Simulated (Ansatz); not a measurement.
A plane-wave DFT run in Ansatz 0.2.0 (scalar-relativistic PAW potentials unless the input names others): input and command.

```yaml
crystal:
  lattice:
    - [3.2887687316, 7.6851e-05, 1.60751e-05]
    - [-1.6443178108, 2.8481649873, 1.99875e-05]
    - [2.45966e-05, 4.95151e-05, 5.0329175019]
  atoms:
    - { symbol: Mg, position: [0.3333314632, 0.6666701168, 0.0048654676] }
    - { symbol: Mg, position: [0.6666648539, 0.333326011, 0.504862779] }
    - { symbol: O, position: [0.3333239661, 0.6666731229, 0.3997359105] }
    - { symbol: O, position: [0.6666797169, 0.3333307493, 0.8997358429] }
basis:
  ecutwfc: 500
kpoints:
  mp_grid: { grid: [3, 3, 2] }
hamiltonian:
  xc: r2scan
scf:
  occupations: { method: gaussian, width: 0.05 }
output:
  forces: true
  eigenvalues: true
  stress: true
```

```bash
ansatz run input.yaml --threads 1 --pin off --max-ram 2560MiB --backend cpu --events-out ev --progress --plain --runs-dir out
```

Abridged log:
```
Warning: 3 symmetry operations that the atoms keep within the bar at which the run's group was sought (crystal.symmetry.tolerance 1.0e-5, or twice it) were not taken beside the 1 unitary ones that the detection took (of a slab, those that keep its plane). ...
Pseudopotentials: kind: paw
Pseudopotential: Mg, paw, valence charge 10, recommended cutoff 500 eV (meta_gga)
Pseudopotential: O, paw, valence charge 6, recommended cutoff 500 eV (meta_gga)
Functional definition: r2SCAN
Crystal: 4 atoms, lattice volume = 47.144 Å³
Basis set: ecut = 500 eV, 1153 PW (Γ), exchange–correlation on 96×96×160 points (64 copies of the dense FFT grid, shifted against one another)
Bands: 20, of which v1, the nominal top of the filled ones, is band 16 counted from 1 (15 counted from 0)
Symmetry: 1 space group operations
Space group: P1 (ITA 1), of the structure as read, at distance tolerance 3.6e-5 Å
k-points: 10 of 18 (time reversal used)
Initial density: superposition of atomic densities (neutral atoms: chi_scale 0, normalization atom), corrected by the library's trained network
Initial wavefunctions: pseudopotential atomic-orbital guess
Functional: x = r2scan, c = r2scan; τ floored in thin density (d = 2e-4 eV/Å³)
SCF iter   1: F=—  HF=-4996.081240 eV  |F-HF|=—  |Δ(HF+E_count)|=         —  Δρ=8.83e-3  dr2=2.18e-2  dr2_τ=1.38e-1  ethr=1.77e-3  ⟨swp⟩=6.0  Hψ=982  notcnv=0
SCF iter   2: F=—  HF=-4996.182737 eV  |F-HF|=—  |Δ(HF+E_count)|=   1.01e-1  Δρ=4.46e-3  dr2=5.02e-3  dr2_τ=4.37e-4  ethr=6.83e-5  ⟨swp⟩=2.3  Hψ=485  notcnv=0
SCF iter   3: F=—  HF=-4996.182716 eV  |F-HF|=—  |Δ(HF+E_count)|=   2.14e-5  Δρ=1.15e-3  dr2=3.40e-4  dr2_τ=2.76e-5  ethr=1.57e-5  ⟨swp⟩=3.0  Hψ=400  notcnv=0
SCF iter   4: F=—  HF=-4996.182733 eV  |F-HF|=—  |Δ(HF+E_count)|=   1.74e-5  Δρ=1.38e-4  dr2=7.63e-6  dr2_τ=7.11e-7  ethr=1.06e-6  ⟨swp⟩=1.0  Hψ=200  notcnv=0
SCF iter   5: F=—  HF=-4996.182739 eV  |F-HF|=—  |Δ(HF+E_count)|=   5.93e-6  Δρ=6.44e-5  dr2=1.69e-6  dr2_τ=1.77e-7  ethr=2.39e-8  ⟨swp⟩=2.1  Hψ=295  notcnv=0
SCF iter   6: F=-4996.182739 eV  HF=-4996.182739 eV  |F-HF|=2.29e-8  |Δ(HF+E_count)|=   3.61e-7  Δρ=1.54e-5  dr2=3.87e-8  dr2_τ=1.28e-8  ethr=3.13e-10  ⟨swp⟩=3.0  Hψ=773  notcnv=0
SCF 1 converged in 6 iterations: F = -4996.182739 eV  dr2 = 3.87e-8
SCF converged after 6 iterations
Free energy (F): -4996.182739 eV
Harris-Foulkes:  -4996.182739 eV  (|F-HF|=2.29e-8)
Internal energy: -4996.182739 eV  (E = F + TS)
E sigma→0 (E₀):  -4996.182739 eV
Fermi energy:    6.712272 eV
--- Forces (eV/Å), atoms counted from 1 ---
  atom   1  Mg     0.00012257    -0.00012120    -0.00951108
  atom   2  Mg    -0.00008338     0.00018992    -0.00926052
  atom   3  O      0.00016643    -0.00017570     0.00940007
  atom   4  O     -0.00020645     0.00010648     0.00941334
--- Stress (GPa, compression-positive) ---
        0.159077      -0.001529      -0.000583
       -0.001529       0.159078      -0.001188
       -0.000583      -0.001188      -0.226026
  P = ⅓ Tr σ = 0.0307 GPa (0.307 kbar)
```

Apart from outputs, empty bands and the relaxation, which only the reference makes, the input differs from a reference run on usual settings in kpoints.mp_grid.grid: [6, 6, 4] → [3, 3, 2]. The reference, at the same geometry, ended its own course with pressure 0.00 GPa, largest force 0.000 eV/Å, gap on the mesh 4.22 eV. This run converged in 6 SCF iterations with an energy at zero smearing 7.74 meV/atom above the reference's, pressure 0.03 GPa, largest force 0.010 eV/Å, gap on the mesh 4.21 eV. Its k mesh is looser than usual, and the result moved.

Time: 3.1 s on 1 thread of AMD EPYC 7R43 64-Core Processor (Zen 3), with other jobs on the host, peak memory 0.42 GiB.